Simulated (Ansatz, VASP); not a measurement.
V, level by level in two programs

```
V
1.0
    -1.54405    1.54405    1.54405
     1.54405   -1.54405    1.54405
     1.54405    1.54405   -1.54405
V
1
Direct
  0.00000 0.00000 0.00000
```

Change from the starting cell: volume scaled by 1.06.

Single points on this cell with VASP 6.6.1 and Ansatz 0.2.0. Each row is one pair of runs. Alike in all rows: spin: collinear, ferromagnetic start; k mesh: 12 × 12 × 12; smearing: fermi-dirac, width 0.05 eV; VASP's potentials, cutoff: VASP PAW PBE potentials, release 64 (V_sv), 520 eV.

```tsv
level	Ansatz's potentials, cutoff	gap on the k mesh at the Fermi level (eV), VASP	gap on the k mesh at the Fermi level (eV), Ansatz	pressure (GPa), VASP	pressure (GPa), Ansatz	net moment per atom (μB), VASP	net moment per atom (μB), Ansatz
PBE	Ansatz PAW, 420 eV	none	none	-13.5	-13.7	0.00	0.00
PBE	PseudoDojo standard (PBE files), 1143 eV	none	none	-13.5	-13.7	0.00	0.00
PBEsol	Ansatz PAW, 420 eV	none	none	-19.5	-19.7	0.00	0.00
```

Pressure (GPa): the two programs differ by at most 0.17; net moment per atom (μB): the two programs differ by at most 0.001.

A gap of «none» marks a metal or a gap that the smearing closes.

Caveats: the PAW data sets were made with another functional, which shifts forces and pressure a little (VASP); the starting moments weren't kept (Ansatz); the PAW data sets come from PBE, with cores solved anew for the run's functional, which leaves a small shift of forces and pressure (Ansatz).
